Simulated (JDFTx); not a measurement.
# BP (F-43m) in JDFTx: settings compared

The runs below take BP through band structure, with RPBE, revPBE, BLYP, LDA, PBE.

All numbers are computed with JDFTx 1.7.0 (patched build); they aren't measurements. Logs are shortened: lines on timing, memory, paths and dates and some standing lists are left out, and cuts for length are marked. The log counts tension as positive stress, the text compression.

## (1) The crystal as given

Symmetry: F-43m, No. 216, cubic system. Conventional cell: a = 4.538 Å, b = 4.538 Å, c = 4.538 Å, α = 90.00°, β = 90.00°, γ = 90.00°. P (site symmetry -43m) is surrounded by 4 B at 1.97 Å. Around B (site symmetry -43m) lie 4 P at 1.97 Å.

## (2) Band structure, RPBE

The input, bands.in:

```
lattice \
    0.0000000000     4.2877885768     4.2877885768 \
    4.2877885768     0.0000000000     4.2877885768 \
    4.2877885768     4.2877885768     0.0000000000
coords-type Cartesian
ion P      6.4316828652     6.4316828652     6.4316828652 1
ion B      0.0000000000     0.0000000000     0.0000000000 1

ion-species pseudo/P.upf
ion-species pseudo/B.upf
elec-cutoff 38 304
elec-ex-corr gga-x-rpbe gga-c-pbe
elec-smearing Fermi 0.0018374661
elec-n-bands 9
electronic-minimize nIterations 30 energyDiffThreshold 1e-06
davidson-band-ratio 1.3
forces-output-coords Cartesian
include path.kpoints
symmetries none
fix-electron-density run.$VAR

dump-name bands.$VAR
dump End Ecomponents EigStats BandEigs Kpoints Forces
```

The input, path.kpoints:

```
kpoint +0.0000000000 +0.0000000000 +0.0000000000 0.020000000000
kpoint +0.0714285714 +0.0000000000 +0.0714285714 0.020000000000
kpoint +0.1428571429 +0.0000000000 +0.1428571429 0.020000000000
kpoint +0.2142857143 +0.0000000000 +0.2142857143 0.020000000000
kpoint +0.2857142857 +0.0000000000 +0.2857142857 0.020000000000
kpoint +0.3571428571 +0.0000000000 +0.3571428571 0.020000000000
kpoint +0.4285714286 +0.0000000000 +0.4285714286 0.020000000000
kpoint +0.5000000000 +0.0000000000 +0.5000000000 0.020000000000
kpoint +0.5000000000 +0.0833333333 +0.5833333333 0.020000000000
kpoint +0.5000000000 +0.1666666667 +0.6666666667 0.020000000000
kpoint +0.5000000000 +0.2500000000 +0.7500000000 0.020000000000
kpoint +0.4375000000 +0.3125000000 +0.7500000000 0.020000000000
kpoint +0.3750000000 +0.3750000000 +0.7500000000 0.020000000000
kpoint +0.3281250000 +0.3281250000 +0.6562500000 0.020000000000
kpoint +0.2812500000 +0.2812500000 +0.5625000000 0.020000000000
kpoint +0.2343750000 +0.2343750000 +0.4687500000 0.020000000000
kpoint +0.1875000000 +0.1875000000 +0.3750000000 0.020000000000
kpoint +0.1406250000 +0.1406250000 +0.2812500000 0.020000000000
kpoint +0.0937500000 +0.0937500000 +0.1875000000 0.020000000000
kpoint +0.0468750000 +0.0468750000 +0.0937500000 0.020000000000
kpoint +0.0000000000 +0.0000000000 +0.0000000000 0.020000000000
kpoint +0.0833333333 +0.0833333333 +0.0833333333 0.020000000000
kpoint +0.1666666667 +0.1666666667 +0.1666666667 0.020000000000
kpoint +0.2500000000 +0.2500000000 +0.2500000000 0.020000000000
kpoint +0.3333333333 +0.3333333333 +0.3333333333 0.020000000000
kpoint +0.4166666667 +0.4166666667 +0.4166666667 0.020000000000
kpoint +0.5000000000 +0.5000000000 +0.5000000000 0.020000000000
kpoint +0.5250000000 +0.4500000000 +0.5250000000 0.020000000000
kpoint +0.5500000000 +0.4000000000 +0.5500000000 0.020000000000
kpoint +0.5750000000 +0.3500000000 +0.5750000000 0.020000000000
kpoint +0.6000000000 +0.3000000000 +0.6000000000 0.020000000000
kpoint +0.6250000000 +0.2500000000 +0.6250000000 0.020000000000
kpoint +0.5625000000 +0.2500000000 +0.6875000000 0.020000000000
kpoint +0.5000000000 +0.2500000000 +0.7500000000 0.020000000000
kpoint +0.5000000000 +0.2916666667 +0.7083333333 0.020000000000
kpoint +0.5000000000 +0.3333333333 +0.6666666667 0.020000000000
kpoint +0.5000000000 +0.3750000000 +0.6250000000 0.020000000000
kpoint +0.5000000000 +0.4166666667 +0.5833333333 0.020000000000
kpoint +0.5000000000 +0.4583333333 +0.5416666667 0.020000000000
kpoint +0.5000000000 +0.5000000000 +0.5000000000 0.020000000000
kpoint +0.4791666667 +0.4791666667 +0.5416666667 0.020000000000
kpoint +0.4583333333 +0.4583333333 +0.5833333333 0.020000000000
kpoint +0.4375000000 +0.4375000000 +0.6250000000 0.020000000000
kpoint +0.4166666667 +0.4166666667 +0.6666666667 0.020000000000
kpoint +0.3958333333 +0.3958333333 +0.7083333333 0.020000000000
kpoint +0.3750000000 +0.3750000000 +0.7500000000 0.020000000000
kpoint +0.6250000000 +0.2500000000 +0.6250000000 0.020000000000
kpoint +0.5833333333 +0.1666666667 +0.5833333333 0.020000000000
kpoint +0.5416666667 +0.0833333333 +0.5416666667 0.020000000000
kpoint +0.5000000000 +0.0000000000 +0.5000000000 0.020000000000
```

Potentials or basis: PseudoDojo-SR-PBE-0.5-standard with smoothed tails.

On the command line:

```sh
$ jdftx -c 1 -i bands.in -o bands.out
```

The log of the run:

```text
*************** JDFTx 1.7.0 (patched build) ***************

Input parsed successfully to the following command list (including defaults):
[... the input with its defaults ...]

---------- Initializing the Grid ----------
R =
[            0      4.28779      4.28779  ]
[      4.28779            0      4.28779  ]
[      4.28779      4.28779            0  ]
unit cell volume = 157.663
G =
[  -0.732684   0.732684   0.732684  ]
[   0.732684  -0.732684   0.732684  ]
[   0.732684   0.732684  -0.732684  ]
Minimum fftbox size, Smin = [  48  48  48  ]
Chosen fftbox size, S = [  48  48  48  ]

---------- Initializing tighter grid for wavefunction operations ----------
R =
[            0      4.28779      4.28779  ]
[      4.28779            0      4.28779  ]
[      4.28779      4.28779            0  ]
unit cell volume = 157.663
G =
[  -0.732684   0.732684   0.732684  ]
[   0.732684  -0.732684   0.732684  ]
[   0.732684   0.732684  -0.732684  ]
Minimum fftbox size, Smin = [  36  36  36  ]
Chosen fftbox size, S = [  36  36  36  ]

---------- Exchange Correlation functional ----------
Initialized LibXC exchange functional 'Hammer, Hansen, and Norskov'
Initialized LibXC correlation functional 'Perdew, Burke & Ernzerhof'

---------- Setting up pseudopotentials ----------
Width of ionic core gaussian charges (only for fluid interactions / plotting) set to 0

Reading pseudopotential file 'pseudo/P.upf':
  'P' pseudopotential, 'PBE' functional
  Generated using ONCVPSP code by D. R. Hamann
  5 valence electrons, 2 orbitals, 6 projectors, 1001 radial grid points, with lMax = 2
    3S    l: 0   occupation:  2.0   eigenvalue: -0.513364
    3P    l: 1   occupation:  3.0   eigenvalue: -0.202372
  Core radius for overlap checks: 1.66 bohrs.

Reading pseudopotential file 'pseudo/B.upf':
  'B' pseudopotential, 'PBE' functional
  Generated using ONCVPSP code by D. R. Hamann
  3 valence electrons, 2 orbitals, 4 projectors, 1001 radial grid points, with lMax = 1
    2S    l: 0   occupation:  2.0   eigenvalue: -0.347027
    2P    l: 1   occupation:  1.0   eigenvalue: -0.132548
  Core radius for overlap checks: 1.18 bohrs.

Initialized 2 species with 2 total atoms.

Folded 50 k-points by 1x1x1 to 50 k-points.

---------- Setting up k-points, bands, fillings ----------
No reducable k-points.
Computing the number of bands and number of electrons
Calculating initial fillings.
nElectrons:   8.000000   nBands: 9   nStates: 50

----- Setting up reduced wavefunction bases (one per k-point) -----
average nbasis = 1764.720 , ideal nbasis = 1764.004

---------- Setting up ewald sum ----------
Optimum gaussian width for ewald sums = 1.947439 bohr.
Real space sum over 1331 unit cells with max indices [  5  5  5  ]
Reciprocal space sum over 2197 terms with max indices [  6  6  6  ]

---------- Allocating electronic variables ----------
Reading n from file 'run.n' ... done
Initializing wave functions:  linear combination of atomic orbitals
Note: number of bands (9) exceeds available atomic orbitals (8)

----------- Band structure minimization -------------
Minimization will be done independently for each quantum number.

---- Minimization of quantum number:     0  [ +0.0000000 +0.0000000 +0.0000000 ]  0.040000000 ----
BandDavidson: Iter:   0  Eband: +0.163988194039455
BandDavidson: Iter:   1  Eband: +0.146285622828029  dEband: -1.770257e-02
BandDavidson: Iter:   2  Eband: +0.143500404913039  dEband: -2.785218e-03
BandDavidson: Iter:   3  Eband: +0.142940963201314  dEband: -5.594417e-04
[... 871 lines of inner loops ...]
BandDavidson: Iter:  11  Eband: +0.144719031534798  dEband: -1.307711e-06
BandDavidson: Iter:  12  Eband: +0.144718263044052  dEband: -7.684907e-07
BandDavidson: Converged (dEband<1.000000e-06)
	FillingsUpdate:  mu: +0.365406372  nElectrons: 8.000000

Dumping 'bands.eigStats' ...
	eMin: -0.227318 at state 20 ( [ +0.000000 +0.000000 +0.000000 ] spin 0 )
	HOMO: +0.339939 at state 0 ( [ +0.000000 +0.000000 +0.000000 ] spin 0 )
	mu  : +0.365406
	LUMO: +0.388329 at state 6 ( [ +0.428571 +0.000000 +0.428571 ] spin 0 )
	eMax: +0.901117 at state 7 ( [ +0.500000 +0.000000 +0.500000 ] spin 0 )
	HOMO-LUMO gap: +0.048389
	Optical gap  : +0.125462 at state 0 ( [ +0.000000 +0.000000 +0.000000 ] spin 0 )
Done!
[note: mu, HOMO and LUMO in a band run belong to the points of the path alone and aren't those of the crystal]
```

Wall time 13 s (1 thread of Arm Neoverse V2, shared host); peak memory 0.1 GiB.

Results:

| Property | Result |
| --- | --- |
| Band gap along the path | 1.32 eV, indirect (least direct gap 3.41 eV) |

Levels at the corners of the path, in eV from the valence-band top:
```csv
point,band 2,band 3,band 4,band 5
Γ,0.00,0.00,0.00,3.41
X,-8.56,-4.10,-4.10,1.41
W,-8.05,-5.64,-5.43,5.39
K,-8.15,-6.18,-3.50,2.22
Γ,0.00,0.00,0.00,3.41
L,-9.00,-1.76,-1.76,3.81
U,-8.15,-6.18,-3.50,2.22
W,-8.05,-5.64,-5.43,5.39
L,-9.00,-1.76,-1.76,3.81
K,-8.15,-6.18,-3.50,2.22
U,-8.15,-6.18,-3.50,2.22
X,-8.56,-4.10,-4.10,1.41
```

## (3) Band structure, revPBE

The input, bands.in:

```
include BP.lattice
coords-type Lattice
include BP.ionpos

ion-species pseudo/P.upf
ion-species pseudo/B.upf
elec-cutoff 38 304
elec-ex-corr gga-x-pbe-r gga-c-pbe
elec-smearing Fermi 0.0018374661
elec-n-bands 9
electronic-minimize nIterations 30 energyDiffThreshold 1e-06
davidson-band-ratio 1.3
forces-output-coords Cartesian
include path.kpoints
symmetries none
fix-electron-density run.$VAR

dump-name bands.$VAR
dump End Ecomponents EigStats BandEigs Kpoints Forces
```

The input, BP.lattice:

```
lattice \
    0.0000000000     4.2877885768     4.2877885768 \
    4.2877885768     0.0000000000     4.2877885768 \
    4.2877885768     4.2877885768     0.0000000000
```

The input, BP.ionpos:

```
ion P      0.7500000000     0.7500000000     0.7500000000 1
ion B      0.0000000000     0.0000000000     0.0000000000 1
```

path.kpoints is that of step 2.

Potentials or basis: PseudoDojo-SR-PBE-0.5-standard with smoothed tails.

On the command line:

```sh
$ jdftx -c 1 -i bands.in -o bands.out
```

Run time: 12 s. Hardware: 1 thread of Arm Neoverse V2, shared host; peak memory 0.1 GiB.

Results (log left out):

```
Band gap along the path : 1.30 eV, indirect (least direct gap 3.41 eV)
```

Levels at the corners of the path, in eV from the valence-band top:
```
point  band 2  band 3  band 4  band 5
    Γ    0.00    0.00    0.00    3.41
    X   -8.57   -4.11   -4.11    1.39
    W   -8.05   -5.65   -5.44    5.37
    K   -8.15   -6.19   -3.50    2.20
    Γ    0.00    0.00    0.00    3.41
    L   -9.01   -1.76   -1.76    3.80
    U   -8.15   -6.19   -3.50    2.20
    W   -8.05   -5.65   -5.44    5.37
    L   -9.01   -1.76   -1.76    3.80
    K   -8.15   -6.19   -3.50    2.20
    U   -8.15   -6.19   -3.50    2.20
    X   -8.57   -4.11   -4.11    1.39
```

## (4) Band structure, BLYP

Edit bands.in of step 3 so:

```diff
@@ -1,4 +1,9 @@
-include BP.lattice
+lattice \
+    0.0000000000     2.2690000000     2.2690000000 \
+    2.2690000000     0.0000000000     2.2690000000 \
+    2.2690000000     2.2690000000     0.0000000000
+latt-scale 1.889726124626 1.889726124626 1.889726124626
 coords-type Lattice
-include BP.ionpos
+ion P      0.7500000000     0.7500000000     0.7500000000 1
+ion B      0.0000000000     0.0000000000     0.0000000000 1
 
@@ -7,3 +12,3 @@
 elec-cutoff 38 304
-elec-ex-corr gga-x-pbe-r gga-c-pbe
+elec-ex-corr gga-x-b88 gga-c-lyp
 elec-smearing Fermi 0.0018374661
```

path.kpoints is that of step 3.

Potentials or basis: PseudoDojo-SR-PBE-0.5-standard with smoothed tails.

On the command line:

```sh
$ jdftx -c 1 -i bands.in -o bands.out
```

The log of the run:

```text
*************** JDFTx 1.7.0 (patched build) ***************

Input parsed successfully to the following command list (including defaults):
[... the input with its defaults ...]

---------- Initializing the Grid ----------
R =
[            0      4.28779      4.28779  ]
[      4.28779            0      4.28779  ]
[      4.28779      4.28779            0  ]
unit cell volume = 157.663
G =
[  -0.732684   0.732684   0.732684  ]
[   0.732684  -0.732684   0.732684  ]
[   0.732684   0.732684  -0.732684  ]
Minimum fftbox size, Smin = [  48  48  48  ]
Chosen fftbox size, S = [  48  48  48  ]

---------- Initializing tighter grid for wavefunction operations ----------
R =
[            0      4.28779      4.28779  ]
[      4.28779            0      4.28779  ]
[      4.28779      4.28779            0  ]
unit cell volume = 157.663
G =
[  -0.732684   0.732684   0.732684  ]
[   0.732684  -0.732684   0.732684  ]
[   0.732684   0.732684  -0.732684  ]
Minimum fftbox size, Smin = [  36  36  36  ]
Chosen fftbox size, S = [  36  36  36  ]

---------- Exchange Correlation functional ----------
Initialized LibXC exchange functional 'Becke 88'
Initialized LibXC correlation functional 'Lee, Yang & Parr'

---------- Setting up pseudopotentials ----------
Width of ionic core gaussian charges (only for fluid interactions / plotting) set to 0

Reading pseudopotential file 'pseudo/P.upf':
  'P' pseudopotential, 'PBE' functional
  Generated using ONCVPSP code by D. R. Hamann
  5 valence electrons, 2 orbitals, 6 projectors, 1001 radial grid points, with lMax = 2
    3S    l: 0   occupation:  2.0   eigenvalue: -0.513364
    3P    l: 1   occupation:  3.0   eigenvalue: -0.202372
  Core radius for overlap checks: 1.66 bohrs.

Reading pseudopotential file 'pseudo/B.upf':
  'B' pseudopotential, 'PBE' functional
  Generated using ONCVPSP code by D. R. Hamann
  3 valence electrons, 2 orbitals, 4 projectors, 1001 radial grid points, with lMax = 1
    2S    l: 0   occupation:  2.0   eigenvalue: -0.347027
    2P    l: 1   occupation:  1.0   eigenvalue: -0.132548
  Core radius for overlap checks: 1.18 bohrs.

Initialized 2 species with 2 total atoms.

Folded 50 k-points by 1x1x1 to 50 k-points.

---------- Setting up k-points, bands, fillings ----------
No reducable k-points.
Computing the number of bands and number of electrons
Calculating initial fillings.
nElectrons:   8.000000   nBands: 9   nStates: 50

----- Setting up reduced wavefunction bases (one per k-point) -----
average nbasis = 1764.720 , ideal nbasis = 1764.004

---------- Setting up ewald sum ----------
Optimum gaussian width for ewald sums = 1.947439 bohr.
Real space sum over 1331 unit cells with max indices [  5  5  5  ]
Reciprocal space sum over 2197 terms with max indices [  6  6  6  ]

---------- Allocating electronic variables ----------
Reading n from file 'run.n' ... done
Initializing wave functions:  linear combination of atomic orbitals
Note: number of bands (9) exceeds available atomic orbitals (8)

----------- Band structure minimization -------------
Minimization will be done independently for each quantum number.

---- Minimization of quantum number:     0  [ +0.0000000 +0.0000000 +0.0000000 ]  0.040000000 ----
BandDavidson: Iter:   0  Eband: +0.170600141198268
BandDavidson: Iter:   1  Eband: +0.152869791111727  dEband: -1.773035e-02
BandDavidson: Iter:   2  Eband: +0.150139769144026  dEband: -2.730022e-03
BandDavidson: Iter:   3  Eband: +0.149620683271692  dEband: -5.190859e-04
[... 867 lines of inner loops ...]
BandDavidson: Iter:  11  Eband: +0.151492493496887  dEband: -1.553103e-06
BandDavidson: Iter:  12  Eband: +0.151491581887838  dEband: -9.116090e-07
BandDavidson: Converged (dEband<1.000000e-06)
	FillingsUpdate:  mu: +0.383874170  nElectrons: 8.000000

Dumping 'bands.eigStats' ...
	eMin: -0.208182 at state 20 ( [ +0.000000 +0.000000 +0.000000 ] spin 0 )
	HOMO: +0.354504 at state 0 ( [ +0.000000 +0.000000 +0.000000 ] spin 0 )
	mu  : +0.383874
	LUMO: +0.410695 at state 6 ( [ +0.428571 +0.000000 +0.428571 ] spin 0 )
	eMax: +0.917505 at state 7 ( [ +0.500000 +0.000000 +0.500000 ] spin 0 )
	HOMO-LUMO gap: +0.056191
	Optical gap  : +0.131720 at state 0 ( [ +0.000000 +0.000000 +0.000000 ] spin 0 )
Done!
[note: mu, HOMO and LUMO in a band run belong to the points of the path alone and aren't those of the crystal]
```

Run time: 12 s. Hardware: 1 thread of Arm Neoverse V2, shared host; peak memory 0.1 GiB.

Results:

- Band gap along the path: 1.53 eV, indirect (least direct gap 3.58 eV)

Levels at the corners of the path, in eV from the valence-band top:
| point | band 2 | band 3 | band 4 | band 5 |
| --- | --- | --- | --- | --- |
| Γ | 0.00 | 0.00 | 0.00 | 3.58 |
| X | -8.45 | -4.02 | -4.02 | 1.63 |
| W | -7.95 | -5.50 | -5.30 | 5.54 |
| K | -8.05 | -6.04 | -3.42 | 2.43 |
| Γ | 0.00 | 0.00 | 0.00 | 3.58 |
| L | -8.85 | -1.72 | -1.72 | 3.95 |
| U | -8.05 | -6.04 | -3.42 | 2.43 |
| W | -7.95 | -5.50 | -5.30 | 5.54 |
| L | -8.85 | -1.72 | -1.72 | 3.95 |
| K | -8.05 | -6.04 | -3.42 | 2.43 |
| U | -8.05 | -6.04 | -3.42 | 2.43 |
| X | -8.45 | -4.02 | -4.02 | 1.63 |

[end of part 1 of 2]
